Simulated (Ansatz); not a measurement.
Density of states of a Al7P8 cell (a crystal with Al atoms taken out, relaxed), per eV and atom, broadened by Gaussian smearing of width 0.1 eV and averaged over bins of 0.3 eV, from 8 eV under the Fermi level at most up to where the solved bands end.

Method: Ansatz, DFT PBE, scalar-relativistic, plane waves, PAW.

Plane waves to 420 eV, a k mesh through Γ of 5×5×5 on the computed 15-atom cell and Gaussian smearing (0.10 eV); no spin polarisation.

```
Al P
1.0
     5.63839   -5.39461   -0.04190
     5.63805    0.04156    5.39433
    -0.00046   -5.35097    5.35103
Al P
7 8
Direct
  0.99706 0.49765 0.00130
  0.97901 0.02815 0.98510
  0.97905 0.02804 0.50548
  0.52760 0.47977 0.98490
  0.52756 0.47981 0.50547
  0.49327 0.99395 0.00506
  0.46043 0.96178 0.53767
  0.37186 0.36600 0.87999
  0.49692 0.29419 0.35335
  0.35308 0.85383 0.90921
  0.35308 0.85381 0.38149
  0.89471 0.39525 0.81532
  0.89471 0.39520 0.39251
  0.86531 0.87245 0.88004
  0.79337 0.99734 0.35353
```

```csv
E − E_F (eV),total,P 3p,Al 3p,Al 3s,P 3s
-5.90,0.024,0.014,0.003,0.006,0.001
-5.60,0.373,0.212,0.041,0.101,0.016
-5.30,0.676,0.377,0.078,0.186,0.031
-5.00,0.589,0.326,0.062,0.164,0.032
-4.70,0.425,0.237,0.048,0.107,0.030
-4.40,0.234,0.132,0.028,0.054,0.018
-4.10,0.236,0.139,0.033,0.045,0.018
-3.80,0.350,0.213,0.071,0.044,0.019
-3.50,0.386,0.241,0.095,0.031,0.016
-3.20,0.550,0.357,0.129,0.037,0.023
-2.90,0.512,0.339,0.127,0.026,0.016
-2.60,0.631,0.429,0.140,0.027,0.029
-2.30,0.810,0.554,0.186,0.033,0.030
-2.00,0.699,0.484,0.176,0.022,0.011
-1.70,0.823,0.585,0.199,0.021,0.010
-1.40,0.773,0.575,0.161,0.017,0.011
-1.10,0.787,0.612,0.143,0.012,0.009
-0.80,0.572,0.451,0.098,0.007,0.006
-0.50,0.419,0.334,0.061,0.005,0.011
-0.20,0.097,0.075,0.013,0.002,0.006
0.10,0.165,0.129,0.015,0.004,0.012
0.40,0.078,0.067,0.004,0.000,0.004
0.70,0.011,0.010,0.001,0.000,0.001
1.00,0.000,0.000,0.000,0.000,0.000
1.30,0.004,0.000,0.002,0.000,0.001
1.60,0.044,0.003,0.027,0.001,0.008
1.90,0.102,0.016,0.048,0.008,0.017
2.20,0.371,0.087,0.150,0.038,0.049
```

The columns after the total are the largest Löwdin projections on the valence shells of the potentials, so they needn't add up, and the weight of a shell that a potential lacks goes to other orbitals. The cell has no gap on the mesh.

Cost: 2 runs of about 4.8 core-minutes in all (earlier runs that led there not counted), on Intel Xeon Platinum 8259CL (Skylake/Cascade Lake) (shared hosts).